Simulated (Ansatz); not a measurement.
WS2 (Tungstenite): relaxation of cell and atoms with PBEsol

WS2 (Tungstenite):

```xyz
6
Lattice="3.1800 0.0000 0.0000 -1.5900 2.7540 0.0000 0.0000 0.0000 12.5000" Properties=species:S:1:pos:R:3 pbc="T T T"
W     1.5900    0.9180    9.3750
W     0.0000    1.8360    3.1250
S     1.5900    0.9180    4.6875
S     0.0000    1.8360   10.9375
S     1.5900    0.9180    1.5625
S     0.0000    1.8360    7.8125
```

```json
{
 "Program": "Ansatz 0.2.0",
 "Task": "relaxation of cell and atoms",
 "Functional": "PBEsol",
 "Potentials or basis": "Ansatz PAW",
 "Cutoff": "420 eV (not typed: the program's choice for these potentials)",
 "k mesh": "10 × 10 × 3",
 "Occupations": "fermi-dirac, width 0.05 eV",
 "Spin": "no spin polarisation"
}
```

```yaml
Relaxed_volume: 18.14 Å³/atom
Relaxed_cell: a = 3.146 Å, b = 3.146 Å, c = 12.694 Å, α = 90.00°, β = 90.00°, γ = 120.00°
Space_group_after_relaxing_to_0.05_Å: P6_3/mmc (No. 194)
Energy_gained_by_relaxing: 4.3 meV/atom
Ionic_steps: 5
Pressure_after_relaxing: 0.0 GPa
Band_gap_on_the_k_mesh: 1.17 eV, indirect (least direct gap 2.20 eV)
```

The path:
| step | energy change (eV) | largest force (eV/Å) | volume (Å³) |
| --- | --- | --- | --- |
| 1 | 0.0000 | 0.1536 | 109.47 |
| 2 | -0.0254 | 0.0553 | 108.45 |
| 3 | -0.0259 | 0.0094 | 108.63 |
| 4 | -0.0259 | 0.0019 | 108.82 |
| 5 | -0.0258 | 0.0019 | 108.82 |

Final structure:
```xyz
6
Lattice="3.1462 0.0000 0.0000 -1.5731 2.7247 0.0000 0.0000 0.0000 12.6940" Properties=species:S:1:pos:R:3 pbc="T T T"
W     1.5731    0.9082    9.5205
W     0.0000    1.8165    3.1735
S     1.5731    0.9082    4.7411
S     0.0000    1.8165   11.0881
S     1.5731    0.9082    1.6059
S     0.0000    1.8165    7.9529
```

Levels at points of the mesh, in eV from the valence-band top:
| k point | band 23 | band 24 | band 25 | band 26 | band 27 | band 28 | band 29 | band 30 |
| --- | --- | --- | --- | --- | --- | --- | --- | --- |
| (0.00, 0.00, 0.00) | -2.08 | -1.64 | -1.13 | 0.00 | 2.45 | 2.45 | 2.45 | 2.45 |
| (0.00, -0.50, 0.00) | -1.79 | -1.65 | -1.57 | -1.45 | 2.46 | 2.49 | 2.74 | 3.01 |

Wall time 21 s on 2 threads of Intel(R) Xeon(R) Platinum 8488C (Sapphire Rapids), on a shared host, peak memory 0.47 GiB.

Caveat: odd divisions of the mesh miss points on the zone boundary, where band edges often lie, so the gap on the mesh can be too wide; the plane-wave basis is chosen anew once the cell has moved, so the energies of steps on either side of that aren't comparable; spin-orbit coupling is left out, which moves the levels of the heavy elements; this functional lacks dispersion, which binds the layers, so the pressure and a relaxed spacing across them are unreliable; the PAW data sets come from PBE, with cores solved anew for the run's functional, which leaves a small shift of forces and pressure. A hybrid or GW would open this gap; PBEsol tends to underestimate it.
